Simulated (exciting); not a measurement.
# Ag (Im-3m) in exciting: band structure with PBEsol+TS

Aim: the band structure of Ag with PBEsol+TS.

Everything below comes from runs of exciting (release sodium). Logs are shortened: lines on timing, memory, paths and dates and some standing lists are left out, and cuts for length are marked.

## Step 1: The crystal as given

Symmetry: Im-3m, No. 229, cubic system. Conventional cell: a = 3.311 Å, b = 3.311 Å, c = 3.311 Å, α = 90.00°, β = 90.00°, γ = 90.00°. Ag (site symmetry m-3m) is surrounded by 8 Ag at 2.87 Å.

This isn't the form of Ag at room conditions, which is fcc.

## Step 2: Band structure, PBEsol+TS

run_exciting.py

```python
import subprocess
import xml.etree.ElementTree as ET
from ase.io import read
from ase.units import Bohr

atoms = read("Ag.xyz")
rmt = {'Ag': 2.3}  # bohr
tasks = """
<groundstate do="fromscratch" ngridk="11 11 11" rgkmax="8" gmaxvr="14" lmaxapw="10" lmaxmat="10" lmaxvr="8" xctype="GGA_PBE_SOL" stype="Gaussian" swidth="0.00099958" nempty="12" ValenceRelativity="iora*" epsengy="1e-05" epspot="1e-05" maxscl="60" outputlevel="normal"/>
<properties>
  <bandstructure>
    <plot1d>
      <path steps="120">
        <point coord="0 0 0" label="G"/>
        <point coord="0.5 -0.5 0.5" label="H"/>
        <point coord="0 0 0.5" label="N"/>
        <point coord="0 0 0" label="G"/>
        <point coord="0.25 0.25 0.25" label="P"/>
        <point coord="0.5 -0.5 0.5" label="H" breakafter="true"/>
        <point coord="0.25 0.25 0.25" label="P"/>
        <point coord="0 0 0.5" label="N"/>
      </path>
    </plot1d>
  </bandstructure>
  <dos nwdos="300" winddos="-0.6 0.5" inttype="tetra" ngrdos="100" nsmdos="0" lmirep="true"/>
  <chargedensityplot>
    <plot3d>
      <box grid="15 15 15">
        <origin coord="0 0 0"/>
        <point coord="1 0 0"/>
        <point coord="0 1 0"/>
        <point coord="0 0 1"/>
      </box>
    </plot3d>
  </chargedensityplot>
  <elfplot>
    <plot3d>
      <box grid="15 15 15">
        <origin coord="0 0 0"/>
        <point coord="1 0 0"/>
        <point coord="0 1 0"/>
        <point coord="0 0 1"/>
      </box>
    </plot3d>
  </elfplot>
  <exccplot>
    <plot3d>
      <box grid="15 15 15">
        <origin coord="0 0 0"/>
        <point coord="1 0 0"/>
        <point coord="0 1 0"/>
        <point coord="0 0 1"/>
      </box>
    </plot3d>
  </exccplot>
  <TSvdW/>
</properties>
"""

root = ET.Element("input")
ET.SubElement(root, "title").text = "Ag"
structure = ET.SubElement(root, "structure", speciespath="./", tshift="false")
crystal = ET.SubElement(structure, "crystal", scale="1.0")
for vector in atoms.cell / Bohr:
    ET.SubElement(crystal, "basevect").text = " ".join(f"{x:.12f}" for x in vector)
symbols = atoms.get_chemical_symbols()
for element in dict.fromkeys(symbols):
    species = ET.SubElement(structure, "species", speciesfile=element + ".xml", rmt=str(rmt[element]))
    for symbol, position in zip(symbols, atoms.get_scaled_positions(wrap=False)):
        if symbol == element:
            ET.SubElement(species, "atom", coord=" ".join(f"{x:.12f}" for x in position))
root.extend(ET.fromstring("<tasks>" + tasks + "</tasks>"))
ET.indent(root)
ET.ElementTree(root).write("input.xml")
subprocess.run(["exciting_smp"], check=True)
```

Ag.xyz

```xyz
1
Lattice="-1.6556540000 1.6556540000 1.6556540000 1.6556540000 -1.6556540000 1.6556540000 1.6556540000 1.6556540000 -1.6556540000" Properties=species:S:1:pos:R:3 pbc="T T T"
Ag     0.0000000000      0.0000000000      0.0000000000
```

Potentials or basis: all-electron LAPW+lo, shipped species files, valence relativity iora*.

Started as:

```sh
> OMP_NUM_THREADS=1 python run_exciting.py
```

Output:

```text
================================================================================
EXCITING SODIUM started
[... 10 lines left out ...]

 Lattice vectors (cartesian) :
     -3.1287326191      3.1287326191      3.1287326191
      3.1287326191     -3.1287326191      3.1287326191
      3.1287326191      3.1287326191     -3.1287326191

 Reciprocal lattice vectors (cartesian) :
      0.0000000000      1.0041103015      1.0041103015
      1.0041103015      0.0000000000      1.0041103015
      1.0041103015      1.0041103015      0.0000000000

 Unit cell volume                           :     122.5082514809
 Brillouin zone volume                      :       2.0247633155

 Species :    1 (Ag)
     parameters loaded from                 :    Ag.xml
     name                                   :    silver
     nuclear charge                         :     -47.00000000
     electronic charge                      :      47.00000000
     atomic mass                            :  196631.69970000
     muffin-tin radius                      :       2.30000000
     # of radial points in muffin-tin       :     400

     atomic positions (lattice) :
       1 :   0.00000000  0.00000000  0.00000000

 Total number of atoms per unit cell        :       1

 Spin treatment                             :    spin-unpolarised

 Number of Bravais lattice symmetries       :      48
 Number of crystal symmetries               :      48

 k-point grid                               :      11   11   11
 Total number of k-points                   :      56
 k-point set is reduced with crystal symmetries

 R^MT_min * |G+k|_max (rgkmax)              :       8.00000000
 Species with R^MT_min                      :       1 (Ag)
 Maximum |G+k| for APW functions            :       3.47826087
 Maximum |G| for potential and density      :      14.00000000

 G-vector grid sizes                        :      25    25    25
 Total number of G-vectors                  :    5721

 Maximum angular momentum used for
     APW functions                          :      10
     computing H and O matrix elements      :      10
     potential and density                  :       8
     inner part of muffin-tin               :       2

 Total nuclear charge                       :     -47.00000000
 Total electronic charge                    :      47.00000000
 Total core charge                          :      28.00000000
 Total valence charge                       :      19.00000000

 Number of empty states                     :      12
 Total number of valence states             :      22

 Maximum Hamiltonian size                   :     109
 Maximum number of plane-waves              :      96
 Total number of local-orbitals             :      13

 Exchange-correlation type                  :      22
     PBEsol, Phys. Rev. Lett. 100, 136406 (2008)
     Generalised gradient approximation (GGA)

 Smearing scheme                            :    Gaussian
 Smearing width                             :       0.00099958

 Using multisecant Broyden potential mixing
[... 16 lines left out ...]
+ SCF iteration number :    1                                                  +
++++++++++++++++++++++++++++++++++++++++++++++++++++++++++++++++++++++++++++++++
 Total energy                               :     -5304.64434530
 _______________________________________________________________
 Fermi energy                               :         0.28952468
 Kinetic energy                             :      5566.46498280
 Coulomb energy                             :    -10724.45114884
 Exchange energy                            :      -143.81440238
 Correlation energy                         :        -2.84377688

 DOS at Fermi energy (states/Ha/cell)       :        59.02350502

 Electron charges :
     core                                   :        28.00000000
     core leakage                           :         0.00000003
     valence                                :        19.00000000
     interstitial                           :         1.94687821
     charge in muffin-tin spheres :
                  atom     1    Ag          :        45.05312179
     total charge in muffin-tins            :        45.05312179
     total charge                           :        47.00000000

++++++++++++++++++++++++++++++++++++++++++++++++++++++++++++++++++++++++++++++++
+ SCF iteration number :    2                                                  +
++++++++++++++++++++++++++++++++++++++++++++++++++++++++++++++++++++++++++++++++
 Total energy                               :     -5311.99489690
 _______________________________________________________________
 Fermi energy                               :         0.27275832
 Kinetic energy                             :      5562.32603226
 Coulomb energy                             :    -10727.46060917
 Exchange energy                            :      -144.01488312
 Correlation energy                         :        -2.84543688

 DOS at Fermi energy (states/Ha/cell)       :        47.74148311

 Electron charges :
     core                                   :        28.00000000
     core leakage                           :         0.00000003
     valence                                :        19.00000000
     interstitial                           :         1.83960564
     charge in muffin-tin spheres :
                  atom     1    Ag          :        45.16039436
     total charge in muffin-tins            :        45.16039436
     total charge                           :        47.00000000

 RMS change in effective potential (target) :  0.531049E-01  ( 0.100000E-04)
 Absolute change in total energy   (target) :   7.35055      ( 0.100000E-04)
 Charge distance                   (target) :  0.682067E-02  ( 0.100000E-04)

++++++++++++++++++++++++++++++++++++++++++++++++++++++++++++++++++++++++++++++++
+ SCF iteration number :    3                                                  +
++++++++++++++++++++++++++++++++++++++++++++++++++++++++++++++++++++++++++++++++
 Total energy                               :     -5313.97306366
 _______________________________________________________________
 Fermi energy                               :         0.26433718
 Kinetic energy                             :      5561.04635839
 Coulomb energy                             :    -10728.10849610
 Exchange energy                            :      -144.06503745
 Correlation energy                         :        -2.84588851

 DOS at Fermi energy (states/Ha/cell)       :        43.14518227

 Electron charges :
     core                                   :        28.00000000
     core leakage                           :         0.00000003
     valence                                :        19.00000000
     interstitial                           :         1.81064657
     charge in muffin-tin spheres :
                  atom     1    Ag          :        45.18935343
     total charge in muffin-tins            :        45.18935343
     total charge                           :        47.00000000
[... 194 lines left out ...]
++++++++++++++++++++++++++++++++++++++++++++++++++++++++++++++++++++++++++++++++
+ SCF iteration number :   11                                                  +
++++++++++++++++++++++++++++++++++++++++++++++++++++++++++++++++++++++++++++++++
 Total energy                               :     -5314.78896264
 _______________________________________________________________
 Fermi energy                               :         0.24644626
 Kinetic energy                             :      5560.07681211
 Coulomb energy                             :    -10727.94870755
 Exchange energy                            :      -144.07109219
 Correlation energy                         :        -2.84597502

 DOS at Fermi energy (states/Ha/cell)       :        41.93957536

 Electron charges :
     core                                   :        28.00000000
     core leakage                           :         0.00000003
     valence                                :        19.00000000
     interstitial                           :         1.79983675
     charge in muffin-tin spheres :
                  atom     1    Ag          :        45.20016325
     total charge in muffin-tins            :        45.20016325
     total charge                           :        47.00000000

 RMS change in effective potential (target) :  0.362509E-07  ( 0.100000E-04)
 Absolute change in total energy   (target) :  0.661255E-05  ( 0.100000E-04)
 Charge distance                   (target) :  0.742733E-08  ( 0.100000E-04)

++++++++++++++++++++++++++++++++++++++++++++++++++++++++++++++++++++++++++++++++
+ SCF iteration number :   12                                                  +
++++++++++++++++++++++++++++++++++++++++++++++++++++++++++++++++++++++++++++++++
 Total energy                               :     -5314.78895951
 _______________________________________________________________
 Fermi energy                               :         0.24644626
 Kinetic energy                             :      5560.07681357
 Coulomb energy                             :    -10727.94870596
 Exchange energy                            :      -144.07109211
 Correlation energy                         :        -2.84597502

 DOS at Fermi energy (states/Ha/cell)       :        41.93954593

 Electron charges :
     core                                   :        28.00000000
     core leakage                           :         0.00000003
     valence                                :        19.00000000
     interstitial                           :         1.79983677
     charge in muffin-tin spheres :
                  atom     1    Ag          :        45.20016323
     total charge in muffin-tins            :        45.20016323
     total charge                           :        47.00000000

 RMS change in effective potential (target) :  0.703812E-08  ( 0.100000E-04)
 Absolute change in total energy   (target) :  0.313545E-05  ( 0.100000E-04)
 Charge distance                   (target) :  0.223843E-08  ( 0.100000E-04)

++++++++++++++++++++++++++++++++++++++++++++++++++++++++++++++++++++++++++++++++
| Convergency criteria checked for the last 2 iterations                       +
| Convergence targets achieved. Performing final SCF iteration                 +
++++++++++++++++++++++++++++++++++++++++++++++++++++++++++++++++++++++++++++++++
 Total energy                               :     -5314.78895525
 _______________________________________________________________
 Fermi energy                               :         0.24644625
 Kinetic energy                             :      5560.07681494
 Coulomb energy                             :    -10727.94870325
 Exchange energy                            :      -144.07109193
 Correlation energy                         :        -2.84597502

 DOS at Fermi energy (states/Ha/cell)       :        41.93978861

 Electron charges :
     core                                   :        28.00000000
     core leakage                           :         0.00000003
     valence                                :        19.00000000
     interstitial                           :         1.79983687
     charge in muffin-tin spheres :
                  atom     1    Ag          :        45.20016313
     total charge in muffin-tins            :        45.20016313
     total charge                           :        47.00000000

++++++++++++++++++++++++++++++++++++++++++++++++++++++++++++++++++++++++++++++++
[... 12 lines left out ...]
| EXCITING SODIUM stopped                                                      =
================================================================================
```

It took 55 s on 1 thread of AMD EPYC 7R43 (Zen 3), shared host; peak memory 0.1 GiB.

What came out:

| Property | Result |
| --- | --- |
| Band gap on the k mesh | none (metal or under the smearing width) |
| All electrons inside the program's atomic spheres | Ag 45.20 (radii Ag 2.3 bohr) |
| Dispersion energy per atom | -0.384 eV |

Levels at the corners of the path, in eV from the Fermi level:
```csv
point,band 5,band 6,band 7,band 8,band 9,band 10,band 11,band 12,band 13,band 14
Γ,-7.33,-4.58,-4.58,-4.58,-3.36,-3.36,17.65,17.65,17.65,23.08
H,-5.88,-5.88,-2.66,-2.66,-2.66,6.71,6.71,6.71,11.98,13.20
N,-5.94,-5.29,-3.41,-3.25,-2.45,0.08,3.85,13.09,13.90,19.67
Γ,-7.33,-4.58,-4.58,-4.58,-3.36,-3.36,17.65,17.65,17.65,23.08
P,-4.85,-4.85,-4.85,-3.22,-3.22,5.36,6.20,6.20,6.20,27.62
H,-5.88,-5.88,-2.66,-2.66,-2.66,6.71,6.71,6.71,11.98,13.20
P,-4.85,-4.85,-4.85,-3.22,-3.22,5.36,6.20,6.20,6.20,27.62
N,-5.94,-5.29,-3.41,-3.25,-2.45,0.08,3.85,13.09,13.90,19.67
```

States per cell in windows of 1 eV (zero at the Fermi level; states under -8 eV left out):
```csv
from (eV),total,Ag1 d,Ag1 s,Ag1 p,Ag1 f
-8.0,0.01,0.00,0.00,0.00,0.00
-7.0,0.12,0.01,0.04,0.00,0.00
-6.0,2.85,2.05,0.11,0.03,0.00
-5.0,2.62,2.11,0.03,0.04,0.00
-4.0,3.74,3.40,0.02,0.02,0.00
-3.0,1.02,0.89,0.02,0.01,0.00
-2.0,0.23,0.10,0.03,0.02,0.00
-1.0,0.26,0.08,0.03,0.03,0.00
0.0,0.29,0.07,0.03,0.05,0.00
1.0,0.26,0.06,0.02,0.05,0.00
2.0,0.21,0.04,0.02,0.04,0.00
3.0,0.18,0.03,0.02,0.03,0.00
4.0,0.39,0.07,0.10,0.04,0.00
5.0,0.45,0.07,0.11,0.06,0.01
6.0,0.42,0.05,0.07,0.08,0.01
7.0,0.42,0.05,0.05,0.09,0.01
```

Caveat: the dispersion energy is computed afterwards and isn't part of the total energy; the tetrahedron DOS on this energy grid can lose part of the weight of narrow d or f bands.
